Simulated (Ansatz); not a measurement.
The system is Nb.

```xyz
1
Lattice="2.7196 0.0000 0.0000 0.0000 2.7196 0.0000 0.0000 0.0000 2.7196" Properties=species:S:1:pos:R:3 pbc="T T T"
Nb    1.3598    1.3598    1.3598
```

The cell was built by a generator and needn't be a form met in nature.

```yaml
Program: Ansatz 0.2.0
Task: relaxation of cell and atoms
Functional: LDA
Potentials_or_basis: Ansatz PAW
Cutoff: "420 eV (not typed: the program's choice for these potentials)"
k_mesh: 7 × 7 × 7
Occupations: fermi-dirac, width 0.05 eV
Spin: spin-orbit coupling, no magnetisation
```

At the start: volume 20.12 Å³/atom.

Where does the relaxation end?

It ends after 5 steps and the volume is 18.93 Å³/atom (-5.9 %); space group Pm-3m (No. 221, to 0.05 Å).

The path:
| step | energy change (eV) | largest force (eV/Å) | volume (Å³) |
| --- | --- | --- | --- |
| 1 | 0.0000 | 0.0000 | 20.12 |
| 2 | -0.0313 | 0.0000 | 19.08 |
| 3 | -0.0319 | 0.0000 | 18.91 |
| 4 | -0.0319 | 0.0000 | 18.93 |
| 5 | -0.0318 | 0.0000 | 18.93 |

Final structure:
```yaml
crystal:
  lattice:
    - [2.66491, 0.00000, 0.00000]
    - [0.00000, 2.66491, 0.00000]
    - [0.00000, 0.00000, 2.66491]
  atoms:
    - { symbol: Nb, position: [0.50000, 0.50000, 0.50000] }
```

Caveat: the plane-wave basis is chosen anew once the cell has moved, so the energies of steps on either side of that aren't comparable; the PAW data sets come from PBE, with cores solved anew for the run's functional, which leaves a small shift of forces and pressure.
